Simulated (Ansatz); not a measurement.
A run of Ansatz 0.2.0 is set up as follows.

input.yaml

```yaml
crystal:
  lattice:
    - [1.2331880975, 0.7119814801, 8.2826151019]
    - [-1.2331880975, 0.7119814801, 8.2826151019]
    - [0.0, -1.4239629601, 8.2826151019]
  atoms:
    - { symbol: C, position: [0.08717308, 0.08717308, 0.08717308] }
    - { symbol: C, position: [0.75385006, 0.75385006, 0.75385006] }
    - { symbol: C, position: [0.24614994, 0.24614994, 0.24614994] }
    - { symbol: C, position: [0.91282692, 0.91282692, 0.91282692] }
hamiltonian:
  xc: pbe
  pseudopotentials: { kind: paw }
kpoints:
  mp_grid: { grid: [12, 12, 12] }
scf:
  occupations: { method: fermi_dirac, width: 0.05 }
output:
  forces: true
  stress: true
  eigenvalues: true
  write_density: true
  write_potential: true
  elf: true
  volumetric_format: npy
```

Potentials or basis: Ansatz PAW.

Launch:

```sh
$ ansatz run input.yaml --threads 2 --pin off --max-ram 5120MiB --backend cpu --events-out ev --progress --plain --runs-dir out
```

Problem. What does it give for the pressure?

Solution. 0.1 GPa.

Problem. Estimate the largest force.

Solution. 0.011 eV/Å.

Stress tensor (GPa, compression positive):
```
0.07 0.00 0.00
0.00 0.07 0.00
0.00 0.00 0.23
```

Caveat: the pressure holds a Pulay correction of +0.4 GPa for the finite cutoff.
